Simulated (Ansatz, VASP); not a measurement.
## Two plane-wave programs on TePb

INCAR

```
ALGO = Normal ; EDIFF = 1E-6
ENCUT = 520 ; GGA = PE
ISIF = 2 ; ISMEAR = -1
LASPH = True ; LCHARG = False
LREAL = False ; LWAVE = False
NELM = 60 ; PREC = Accurate
SIGMA = 0.05
```

Contents of KPOINTS:

```
k-points
0
Gamma
  7 7 7
```

File POSCAR:

```
TePb
1.0
    0.0000000000      3.2310000000      3.2310000000
    3.3602400000      0.0000000000      3.2310000000
    3.3602400000      3.2310000000      0.0000000000
Pb Te
1 1
Direct
    0.0000000000      0.0000000000      0.0000000000
    0.5000000000      0.5000000000      0.5000000000
```

File input.yaml:

```yaml
crystal:
  lattice:
    - [0.0, 3.231, 3.231]
    - [3.36024, 0.0, 3.231]
    - [3.36024, 3.231, 0.0]
  atoms:
    - { symbol: Pb, position: [0.0, 0.0, 0.0] }
    - { symbol: Te, position: [0.5, 0.5, 0.5] }
hamiltonian:
  xc: pbe
  pseudopotentials: { kind: paw }
kpoints:
  mp_grid: { grid: [7, 7, 7] }
scf:
  occupations: { method: fermi_dirac, width: 0.05 }
output:
  forces: true
  stress: true
  eigenvalues: true
```

Change from the starting cell: strain = 0.04.

Alike in both runs: task single point; functional PBE; k mesh 7 × 7 × 7; occupations fermi-dirac, width 0.05 eV; no spin polarisation.

```csv
,VASP,Ansatz
version,VASP 6.6.1,Ansatz 0.2.0
potentials or method,"VASP PAW PBE potentials, release 64 (Pb_d, Te)",Ansatz PAW
plane-wave cutoff (eV),520,420
valence electrons in the cell,20,30
```

|  | VASP | Ansatz | Ansatz less VASP |
| --- | --- | --- | --- |
| gap on the k mesh at the Fermi level (eV) | 0.96 | 0.96 | -0.001 |
| least direct gap on the mesh (eV) | 0.99 | 0.99 | -0.003 |
| pressure (GPa) | 0.5 | 0.6 | +0.06 |
| largest component of the traceless stress (GPa) | 2.53 | 2.53 | 0.000 |

The functional is the same, so the differences come from potentials, cutoffs and numerics. The two sets of potentials don't hold the same shells in valence.

Caveats: spin-orbit coupling is left out, which as a rule narrows the gap of such compounds by several tenths of an eV; an odd mesh through Γ misses points on the zone boundary, where band edges often lie (VASP); odd divisions of the mesh miss points on the zone boundary, where band edges often lie, so the gap on the mesh can be too wide (Ansatz).
